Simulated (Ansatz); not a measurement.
## HgTe under changes of volume

One of the cells (28.929 Å³/atom); the others are scaled copies at fixed shape and fractional positions:

```xyz
2
Lattice="-3.0456 3.0456 1.5594 3.0456 -3.0456 1.5594 3.0456 3.0456 -1.5594" Properties=species:S:1:pos:R:3 pbc="T T T"
Hg    0.0000    3.0456    0.7797
Te    0.0000    0.0000    0.0000
```

Measurements of this composition are mostly on another form, of space group No. 216.

| Quantity | Value |
| --- | --- |
| Program | Ansatz 0.2.0 |
| Functional | r2SCAN |
| Potentials or basis | Ansatz PAW |
| Cutoff | 500 eV (not typed: the program's choice for these potentials) |
| k mesh | 10 × 10 × 10 |
| Occupations | fermi-dirac, width 0.05 eV |
| Spin | no spin polarisation |

```tsv
volume (Å³/atom)	energy over the lowest point (meV/atom)	pressure (GPa)
27.193	?	?
27.772	1.06	0.8
28.351	0.00	-0.2
28.929	2.31	-1.1
29.508	7.59	-1.9
30.086	15.49	-2.5
30.665	25.72	-3.1
```

Question: What does the run at 27.193 Å³/atom give?

Answer: Energy over the lowest point 5.96 meV/atom; pressure 1.9 GPa.

Worked out: A Birch-Murnaghan fit of order 3 (a polynomial in V^(-2/3)) to the other rows has its minimum at 28.23 Å³/atom with B0 = V·E''(V) = 47 GPa and B' = 5.0 at fixed shape and positions, which overstates the stiffness. It gives 5.93 meV/atom at 27.193 Å³/atom, against the run's 5.96, and -dE/dV = 1.9 GPa, against 1.9.

Energies are extrapolated to zero smearing.

Caveats: the PAW data sets come from PBE, with cores solved anew for the run's functional, which leaves a small shift of forces and pressure.
